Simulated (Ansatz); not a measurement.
Method: DFT PBE, scalar-relativistic, plane waves, PAW (Ansatz). Settings: cutoff 420 eV, Γ-centred meshes spaced at most about 0.3 Å⁻¹, and about 0.25 Å⁻¹ or finer for metals (2π included), Gaussian smearing. No spin polarisation.

Temperature and zero-point effects are left out.

Two forms of Ta₅Si were relaxed alike.

A.

```yaml
crystal:
  lattice:
    - [4.63917, 0.00000, 0.00000]
    - [-2.31959, 4.01764, 0.00000]
    - [0.00000, 0.00000, 5.60015]
  atoms:
    - { symbol: Ta, position: [0.00000, 0.00000, 0.50000] }
    - { symbol: Ta, position: [0.66667, 0.33333, 0.67530] }
    - { symbol: Ta, position: [0.66667, 0.33333, 0.17396] }
    - { symbol: Ta, position: [0.33333, 0.66667, 0.32470] }
    - { symbol: Ta, position: [0.33333, 0.66667, 0.82604] }
    - { symbol: Si, position: [0.00000, 0.00000, 0.00000] }
```

B.

```yaml
crystal:
  lattice:
    - [3.37167, 0.00000, 0.00000]
    - [0.00000, 3.37167, 0.00000]
    - [0.00000, 0.00000, 9.17216]
  atoms:
    - { symbol: Ta, position: [0.50000, 0.50000, 0.15092] }
    - { symbol: Ta, position: [0.00000, 0.00000, 0.32058] }
    - { symbol: Ta, position: [0.50000, 0.50000, 0.84908] }
    - { symbol: Ta, position: [0.00000, 0.00000, 0.67942] }
    - { symbol: Ta, position: [0.50000, 0.50000, 0.50000] }
    - { symbol: Si, position: [0.00000, 0.00000, 0.00000] }
```

Task: Which arrangement of the elements on these sites is preferred, and by what margin?

Result: B is lower, by 132 meV/atom. The two share one framework of sites and differ in which element sits where. A has Ta and Si ordered on bcc sites, space group P-3m1 (No. 164), 17.4 Å³/atom and no gap on its mesh; B has space group P4/mmm (No. 123), 17.4 Å³/atom and no gap. Counting Ta atoms around Si (those within 1.25 times the shortest such distance or 1.15 times the sum of covalent radii, 1.27 where that leaves under three; a plus sign parts nearer from farther groups), A has Si 8+6 and B has Si 10. Both come from invented guesses.

These runs have no spin–orbit coupling, which can matter for Ta. Cells relaxed within their symmetry can be saddle points.
